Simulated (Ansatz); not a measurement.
Crystal: Ga2O3.

```
CELL_PARAMETERS angstrom
6.10700 -1.51855 0.00000
6.10700 1.51855 0.00000
-1.38599 0.00000 5.63001
ATOMIC_POSITIONS crystal
Ga 0.34134 0.34134 0.68598
Ga 0.65866 0.65866 0.31402
Ga 0.90950 0.90950 0.20540
Ga 0.09050 0.09050 0.79460
O 0.50410 0.50410 0.74340
O 0.49590 0.49590 0.25660
O 0.82670 0.82670 0.43680
O 0.17330 0.17330 0.56320
O 0.83550 0.83550 0.89020
O 0.16450 0.16450 0.10980
```

| Quantity | Value |
| --- | --- |
| Program | Ansatz 0.2.0 |
| Task | relaxation of cell and atoms |
| Functional | PBE |
| Potentials or basis | Ansatz PAW |
| Cutoff | 420 eV (not typed: the program's choice for these potentials) |
| k mesh | 9 × 9 × 5 |
| Occupations | fermi-dirac, width 0.05 eV |
| Spin | no spin polarisation |

At the start: volume 10.44 Å³/atom.

**Question.** Where does the relaxation end?

**Answer.** It ends after 9 steps and the volume is 10.96 Å³/atom (+5.0 %); space group C2/m (No. 12, to 0.05 Å).

The path:
```tsv
step	energy change (eV)	largest force (eV/Å)	volume (Å³)
1	0.0000	0.2189	104.42
2	-0.1015	0.1307	107.40
3	-0.1165	0.0267	109.26
4	-0.1163	0.0124	109.38
5	-0.1165	0.0170	109.35
6	-0.1165	0.0022	109.35
7	-0.1460	0.0039	109.35
8	-0.1452	0.0022	109.63
9	-0.1464	0.0023	109.63
```

Final structure:
```
Ga O
1.0
     6.22606   -1.54179    0.01117
     6.22606    1.54179    0.01117
    -1.40271    0.00000    5.70755
Ga O
4 6
Cartesian
  3.2902 0.0000 3.9224
  7.7592 0.0000 1.8075
  11.0442 0.0000 1.1920
  0.0052 0.0000 4.5379
  5.2330 0.0000 4.2540
  5.8164 0.0000 1.4759
  9.6782 0.0000 2.5052
  1.3713 0.0000 3.2247
  9.1661 0.0000 5.1031
  1.8833 0.0000 0.6268
```

Caveat: the plane-wave basis is chosen anew once the cell has moved, so the energies of steps on either side of that aren't comparable; the pressure holds a Pulay correction of +0.7 GPa for the finite cutoff.
